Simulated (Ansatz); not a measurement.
**SiO2: the band gap up the ladder of functionals**

An exercise on one series of results from a longer session: the logs are not shown, and one member is left open.

The runs shown are made with Ansatz 0.2.0. PAW datasets, plane waves. All values are calculated for a non-magnetic cell, which may be hypothetical.

## The cell

The cell was relaxed beforehand with r2SCAN.

The symmetry is I4_1/amd (No. 141, tetragonal); a = 3.490 Å, c = 8.405 Å in the conventional setting, 8.53 Å³ an atom. Si has 6 O at 1.76–1.78 Å; O has 3 Si at 1.76–1.78 Å.

The structure in full:

Space group I4_1/amd:1 (No. 141). a = 3.490 Å, b = 3.490 Å, c = 8.405 Å, α = 90.00°, β = 90.00°, γ = 90.00°
```
atom  site  symmetry       x       y       z
  Si    4a      -4m2  0.0000  0.0000  0.0000
   O    8e      2mm.  0.0000  0.5000  0.4591
```

Set-up of the first run:

File input.yaml:

```yaml
crystal:
  lattice:
    - [-1.7448369999, 1.7448369999, 4.2026872272]
    - [1.7448369999, -1.7448369999, 4.2026872272]
    - [1.7448369999, 1.7448369999, -4.2026872272]
  atoms:
    - { symbol: Si, position: [0.0, 0.0, 0.0] }
    - { symbol: Si, position: [0.75, 0.25, 0.5] }
    - { symbol: O, position: [0.959058407, 0.459058407, 0.5] }
    - { symbol: O, position: [0.209058407, 0.209058407, 0.0] }
    - { symbol: O, position: [0.540941593, 0.040941593, 0.5] }
    - { symbol: O, position: [0.790941593, 0.790941593, 0.0] }
kpoints:
  mp_grid: { grid: [10, 10, 10] }
  band_path:
    path:
      - [[0.0, 0.0, 0.0], [9.496889543865e-18, -9.496889543865e-18, 0.5], [0.25, 0.25, 0.25], [-4.064397735531e-17, 0.5, 4.064397735531e-17], [0.0, 0.0, 0.0], [0.5, 0.5, -0.5], [0.2930918949611, 0.7069081050389, -0.2930918949611]]
      - [[-0.2930918949611, 0.2930918949611, 0.2930918949611], [0.0, 0.0, 0.0]]
      - [[9.496889543865e-18, -9.496889543865e-18, 0.5], [-0.08618378992228, 0.08618378992228, 0.5]]
      - [[0.5, 0.5, -0.08618378992228], [0.5, 0.5, -0.5]]
    npoints: 10
hamiltonian:
  xc: pbe
scf:
  occupations: { method: fermi_dirac, width: 0.02 }
  n_extra_bands: 5
output:
  forces: true
  stress: true
  eigenvalues: true
  write_density: true
  write_potential: true
  elf: true
  volumetric_format: npy
```

Started as:

```bash
$ ansatz run input.yaml --threads 2 --pin off --max-ram 29491MiB --backend cpu --events-out ev --progress --plain --runs-dir out
```

Among the steps run: Band structure with PBE; Single point with r2SCAN; Single point with HSE06; PBE0 at the same geometry.

One of the session's tables, all rows but one given; the rest of the session is left out.

```
 level  gap (eV)
   PBE      6.31
r2SCAN         ?
 HSE06      8.38
  PBE0      9.14
```

Q: Estimate the row for r2SCAN from the others.

**Answer.** gap (eV): 7.21. In the column «gap (eV)» it lies between PBE (6.31) and HSE06 (8.38).

Meshes: PBE 10×10×10, r2SCAN 10×10×10, HSE06 6×6×6, PBE0 6×6×6

In words: The gap runs from 6.31 eV (PBE) to 9.14 eV (PBE0). PBE reaches 75 % of the HSE06 value, and r2SCAN 86 %. PBE0 lies 0.77 eV above HSE06, which differs from it by screening the long-range exchange.

Limits of these values: Warnings in the runs' records: stress scf threshold loose, stress exchange threshold loose.
